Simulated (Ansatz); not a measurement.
**AlN: random displacements**

Theory: DFT PBE, scalar-relativistic, plane waves, PAW (Ansatz 0.2.0). The runs took a 420 eV cutoff, a Γ-centred 6×6×6 mesh and Gaussian smearing (0.05 eV). No spin polarisation. Energies are free energies at this smearing, counted from the undisturbed cell; pressure is positive in compression.

The starting cell (relaxed at this level; this zinc-blende form isn't the usual structure):

```xyz
8
Lattice="4.4032 0.0000 0.0000 0.0000 -4.4032 0.0000 0.0000 0.0000 -4.4032" Properties=species:S:1:pos:R:3 pbc="T T T"
Al    0.0000    0.0000    0.0000
Al    2.2016   -2.2016    0.0000
Al    2.2016    0.0000   -2.2016
Al    0.0000   -2.2016   -2.2016
N     3.3024   -3.3024   -3.3024
N     1.1008   -1.1008   -3.3024
N     1.1008   -3.3024   -1.1008
N     3.3024   -1.1008   -1.1008
```

The atoms are displaced (Å, in the unstrained cell):

| atom | ux | uy | uz |
| --- | --- | --- | --- |
| Al1 | 0.115 | -0.240 | 0.056 |
| Al2 | -0.248 | 0.237 | -0.045 |
| Al3 | 0.152 | 0.029 | -0.366 |
| Al4 | 0.427 | 0.209 | 0.353 |
| N5 | 0.192 | 0.482 | -0.178 |
| N6 | -0.420 | -0.038 | -0.123 |
| N7 | 0.219 | -0.313 | -0.192 |
| N8 | -0.438 | -0.366 | 0.494 |

Strain (Voigt, engineering shear): (0.0017, 0.0015, 0.0048, 0.0058, -0.0134, -0.0146).

Q: What are the energy change, the stress and the forces?

A: ΔE = 3316.7 meV/atom; stress (xx, yy, zz, yz, xz, xy; compression positive) (94.48, 46.44, 66.26, -57.91, -31.82, 30.12) GPa.
```
atom Fx (eV/Å) Fy Fz
 Al1     -11.17   16.95  -14.63
 Al2     -47.79  -31.68   33.69
 Al3       0.51    1.50    0.67
 Al4      -4.27   -2.95   -2.87
  N5      -1.31   -5.57    2.88
  N6      12.44  -11.41   14.44
  N7      -2.47    1.60    2.24
  N8      54.05   31.56  -36.43
```